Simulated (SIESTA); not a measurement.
Runs of SIESTA 5.4.2 on HfO2. The structure is orthorhombic, space group P2_12_12 (No. 18). The conventional cell has a = 5.080 Å, b = 5.165 Å, c = 4.891 Å, α = 90.00°, β = 90.00°, γ = 90.00°. Hf (site symmetry 1) is surrounded by 7 O at 1.99 to 2.25 Å. O (site symmetry 1) is surrounded by 3 Hf at 1.99 to 2.25 Å. Around O (site symmetry 2) lie 4 Hf at 2.13 to 2.15 Å. Around O (site symmetry 2) lie 4 Hf at 2.16 to 2.18 Å. The cell comes from a database or a generator and needn't be the stable form of this composition.

```csv
task,level,potentials or basis,k mesh,gap on the mesh (eV),pressure (GPa),V0 of scaled cells (Å³/atom),B0 (GPa),largest force (eV/Å)
equation of state,LDA,"PseudoDojo 0.4 standard (LDA files), DZP (energy shift 0.003 Ry; two zetas on semicore shells)",4 × 4 × 4,-,-,10.53,(c),-
equation of state,PBEsol,"PseudoDojo 0.4 standard (PBEsol files), DZP (energy shift 0.003 Ry; two zetas on semicore shells)",4 × 4 × 4,-,-,(a),261,-
band structure,LDA,"PseudoDojo 0.4 standard (LDA files), DZP (energy shift 0.003 Ry; two zetas on semicore shells)",5 × 5 × 6,3.48,-4.1,-,-,0.23
band structure,PBEsol,"PseudoDojo 0.4 standard (PBEsol files), DZP (energy shift 0.003 Ry; two zetas on semicore shells)",5 × 5 × 6,3.55,(b),-,-,0.35
```

Alike in all rows: no spin polarisation; cell as given; smearing fermi-dirac 0.05 eV; grid cutoff 800 Ry; energy shift 0.003 Ry.

Task: Estimate the missing entries.

Result: (a) 10.84; (b) 3.7; (c) 280.

Caveats: short orbitals over semicore shells can move pressures by several GPa; the basis of atomic orbitals isn't converged, which shifts pressures, moduli and gaps; the cell was scaled at fixed shape and fractional positions, which overstates the stiffness of a crystal with free parameters, most of all of layers and chains (some runs); spin-orbit coupling is left out, which moves the levels of the heavy elements (some runs).

A k mesh can miss the band edges, and the runs leave out spin-orbit coupling on Hf.

Not every run made on this cell is shown here.
